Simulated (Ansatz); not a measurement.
**Band structure of CuCl**

```
Cu Cl
1.0
     0.00000    2.71010    2.71010
     2.71010    0.00000    2.71010
     2.71010    2.71010    0.00000
Cu Cl
1 1
Direct
  0.00000 0.00000 0.00000
  0.75000 0.75000 0.75000
```

Atoms are numbered in the order listed.

The cell is COD entry 9013925, as deposited and not checked against the literature; nothing was relaxed.

Method: DFT, PBE, all-electron LAPW, scalar-relativistic (Ansatz 0.2.0).

Sampling and basis: a Γ-centred 13×13×13 k mesh, Fermi–Dirac smearing of 0.05 eV, basis error target 0.25 meV/atom, no spin polarisation.

Points in fractions of the reciprocal vectors of this cell: Γ (0, 0, 0), X (-0.5, -0.5, 0), U (-0.375, -0.375, 0.25), K (-0.375, 0, 0.375), L (0, 0, 0.5), W (-0.5, -0.25, 0.25). The path joins them by straight lines in the order Γ–X–U–K–Γ–L–W–X; legs that retrace an earlier one aren't tabulated. Energies are in eV from the top of the valence band.

(1) List the levels at W between -20 and 6 eV.

(2) List the levels at X between -20 and 6 eV.

(3) List the levels at L between -20 and 6 eV.

(4) What is the band gap?

Results:

(1) -16.42, -6.04, -5.74, -5.12, -1.65, -1.56, -1.30, -1.10, -0.77, 5.04, 5.17.

(2) -16.43, -6.55, -5.05 (×2), -1.59, -1.36, -1.28, -1.09 (×2), 3.43, 4.43.

(3) -16.57, -6.60, -4.90 (×2), -1.40 (×2), -1.34, -0.56 (×2), 2.87.

(4) 0.53 eV, direct at Γ.
